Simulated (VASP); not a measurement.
The system is MoSe2.

```
Mo Se
1.0
     3.28800    0.00000    0.00000
    -1.64400    2.84749    0.00000
     0.00000    0.00000   12.90000
Mo Se
2 4
Direct
  0.66667 0.33333 0.75000
  0.33333 0.66667 0.25000
  0.66667 0.33333 0.37500
  0.33333 0.66667 0.87500
  0.66667 0.33333 0.12500
  0.33333 0.66667 0.62500
```

```yaml
Program: VASP 6.6.1
Task: relaxation of cell and atoms
Functional: PBE
Dispersion: rVV10
Potentials_or_basis: VASP PAW PBE potentials, release 64 (Mo_sv, Se)
Cutoff: 600 eV
k_mesh: 9 × 9 × 2
Occupations: fermi-dirac, width 0.05 eV
Spin: no spin polarisation
```

At the start: pressure 7.0 GPa; volume 20.13 Å³/atom.

Problem. Where does the relaxation end?

Solution. Over 9 steps the energy falls by 29.1 meV/atom and the volume is 20.84 Å³/atom (+3.5 %); space group P6_3/mmc (No. 194, to 0.05 Å).

The path:
| step | energy change (eV) | largest force (eV/Å) | pressure (GPa) | volume (Å³) |
| --- | --- | --- | --- | --- |
| 1 | 0.0000 | 1.2240 | 7.04 | 120.78 |
| 2 | 0.4356 | 1.7277 | -11.08 | 136.86 |
| 3 | -0.1703 | 0.0049 | -0.68 | 125.99 |
| 4 | -0.1707 | 0.0510 | -0.39 | 125.76 |
| 5 | -0.1706 | 0.0714 | -0.26 | 125.66 |
| 6 | -0.1743 | 0.0246 | 0.05 | 125.04 |
| 7 | -0.1743 | 0.0172 | 0.10 | 124.94 |
| 8 | -0.1743 | 0.0232 | -0.16 | 125.14 |
| 9 | -0.1744 | 0.0021 | 0.00 | 125.02 |

Final structure:
```xyz
6
Lattice="3.3053 0.0000 0.0000 -1.6527 2.8625 0.0000 0.0000 0.0000 13.2132" Properties=species:S:1:pos:R:3 pbc="T T T"
Mo    1.6527    0.9542    9.9099
Mo    0.0000    1.9083    3.3033
Se    1.6527    0.9542    4.9797
Se    0.0000    1.9083   11.5863
Se    1.6527    0.9542    1.6269
Se    0.0000    1.9083    8.2335
```
